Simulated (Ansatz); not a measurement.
# Sb under changes of volume

One of the cells (30.206 Å³/atom); the others are scaled copies at fixed shape and fractional positions:

```
Sb
1.0
     2.15420    1.24373    3.75800
    -2.15420    1.24373    3.75800
     0.00000   -2.48746    3.75800
Sb
2
Direct
  0.76651 0.76651 0.76651
  0.23349 0.23349 0.23349
```

| Quantity | Value |
| --- | --- |
| Program | Ansatz 0.2.0 |
| Functional | revPBE0 |
| Potentials or basis | Ansatz PAW |
| Cutoff | 420 eV (not typed: the program's choice for these potentials) |
| k mesh | 4 × 4 × 4 |
| Occupations | fermi-dirac, width 0.05 eV |
| Spin | no spin polarisation |

```csv
volume (Å³/atom),energy over the lowest point (meV/atom),pressure (GPa),gap on the mesh (eV),largest force (eV/Å)
28.393,44.04,6.0,0.74,0.031
28.998,24.64,4.3,0.76,0.156
29.602,11.22,2.8,0.79,0.273
30.206,3.21,1.5,0.81,0.382
30.810,0.00,0.3,0.83,0.483
31.414,1.11,-0.8,0.85,0.577
32.018,?,?,?,?
```

Question: What does the run at 32.018 Å³/atom give?

Answer: Energy over the lowest point 6.10 meV/atom; pressure -1.8 GPa; gap on the mesh 0.87 eV; largest force 0.665 eV/Å.

Worked out: A Birch-Murnaghan fit of order 3 (a polynomial in V^(-2/3)) to the other rows has its minimum at 30.95 Å³/atom with B0 = V·E''(V) = 57 GPa and B' = 4.5 at fixed shape and positions, which overstates the stiffness. It gives 6.11 meV/atom at 32.018 Å³/atom, against the run's 6.10, and -dE/dV = -1.8 GPa, against -1.8. A straight line through the other rows of the gap, of slope 1.1 eV per unit of ln V, extrapolates to 0.87 eV, against the run's 0.87.

Energies are extrapolated to zero smearing.

Caveats: all runs use coarse meshes; spin-orbit coupling is left out, which moves the levels of the heavy elements; the PAW data sets come from PBE, with cores solved anew for the run's functional, which leaves a small shift of forces and pressure; the thresholds are loose for stress.

A mesh can miss the band edges.
